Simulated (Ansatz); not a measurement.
## 17O NMR of the central transition in HfO₂

Cell: a COD entry whose atoms were relaxed with PBE, the cell held.

```xyz
12
Lattice="5.1501 0.0000 0.0000 0.0000 5.1852 0.0000 -0.8309 0.0000 5.2768" Properties=species:S:1:pos:R:3 pbc="T T T"
Hf    1.2460    0.2157    1.1004
Hf    3.4887    2.8083    1.5380
Hf    3.0733    4.9695    4.1764
Hf    0.8306    2.3769    3.7388
O     0.0607    1.7051    1.8406
O     4.6739    4.2977    0.7978
O     4.2585    3.4801    3.4362
O    -0.3547    0.8875    4.4790
O     1.9154    3.9271    2.5153
O     2.8193    1.3345    0.1231
O     2.4039    1.2581    2.7615
O     1.4999    3.8507    5.1537
```

Atoms are numbered from 1 in the order listed; like atoms form one site, named after its first atom.

The numbers come from a DFT calculation in Ansatz (PBE, plane waves and PAW (field gradients read without the response of the frozen cores, which leaves them typically 4 to 6 % off), scalar-relativistic, 420 eV cutoff, Γ-centred 5×5×5 k-points, Fermi–Dirac smearing 0.02 eV).

17O has I = 5/2 and Q = -25.58 mb (Pyykkö 2018); at 7.05 T its Larmor frequency is ν₀ = 40.7 MHz. Only the quadrupole interaction is simulated: positions count from each site's isotropic chemical shift, and J coupling is left out, as are shift anisotropy and dipolar coupling, which fast spinning averages.

The O sites: O5 (atoms 5, 6, 7, 8; 3 Hf at 2.04–2.16 Å); O9 (atoms 9, 10, 11, 12; 4 Hf at 2.15–2.28 Å).

Fitted components of the simulated spectrum:

```
component  |C_Q| (MHz)     η
        A        0.652  0.83
        B        0.824  0.89
```

(1) Which site most likely gives which component?

## Answers

(1) By the calculation, A is O9, B is O5. Like point charges on the first shell alone (each adding as 1/d³) would give the same order.

Without spin–orbit coupling the gradients at and beside Hf can be off by some per cent, at some sites by more.
